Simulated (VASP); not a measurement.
Wanted: the native input for a VASP 6.6.1 run.

| Quantity | Value |
| --- | --- |
| Task | relaxation of cell and atoms |
| Functional | PBE |
| Dispersion | D3(BJ) |
| Potentials or basis | VASP PAW PBE potentials, release 64 (Sn_d, O) |
| Cutoff | 600 eV |
| k mesh | 8 × 8 × 6 |
| Occupations | gaussian, width 0.02 eV |
| Spin | no spin polarisation |
| Further INCAR settings | ALGO = Normal; EDIFF = 1e-07; IBRION = 2; EDIFFG = -0.004; NSW = 80; ISIF = 3 |

The structure of SnO lies in POSCAR:

```
SnO
1.0
    3.7986000000      0.0000000000      0.0000000000
    0.0000000000      3.7986000000      0.0000000000
    0.0000000000      0.0000000000      4.8408000000
Sn O
2 2
Direct
    0.5000000000      0.0000000000      0.2369000000
    0.0000000000      0.5000000000      0.7631000000
    0.0000000000      0.0000000000      0.0000000000
    0.5000000000      0.5000000000      0.0000000000
```

One way to write it, as run:

INCAR

```
SYSTEM = SnO
PREC = Accurate
ENCUT = 600
EDIFF = 1E-7
ISMEAR = 0
SIGMA = 0.02
LREAL = .FALSE.
LASPH = .TRUE.
NELM = 60
ALGO = Normal
ISIF = 3
LWAVE = .FALSE.
LCHARG = .FALSE.
GGA = PE
IVDW = 12
IBRION = 2
NSW = 80
EDIFFG = -0.004
```

KPOINTS

```
Automatic mesh
0
G
  8 8 6
  0 0 0
```

Potentials or basis: VASP PAW PBE potentials, release 64 (Sn_d, O).

The run is started by

```console
$ cat potpaw_PBE.64/Sn_d/POTCAR potpaw_PBE.64/O/POTCAR > POTCAR
$ mpirun -np 1 vasp_std > vasp.out
```

It gave:

```
Relaxed volume                         : 17.39 Å³/atom
Relaxed cell                           : a = 3.835 Å, b = 3.835 Å, c = 4.730 Å, α = 90.00°, β = 90.00°, γ = 90.00°
Space group after relaxing (to 0.05 Å) : P4/nmm (No. 129)
Energy gained by relaxing              : 7.0 meV/atom
Ionic steps                            : 14
Pressure after relaxing                : 0.0 GPa
Band gap on the k mesh                 : none (metal or under the smearing width)
Dispersion energy per atom             : -0.237 eV
```

Caveat: pairwise dispersion overbinds metals, which lowers pressure and volume.

It took 14 min on 1 thread of Intel(R) Xeon(R) Platinum 8259CL CPU @ 2.50GHz (Skylake/Cascade Lake), with other jobs on the host, peak memory 0.26 GiB.
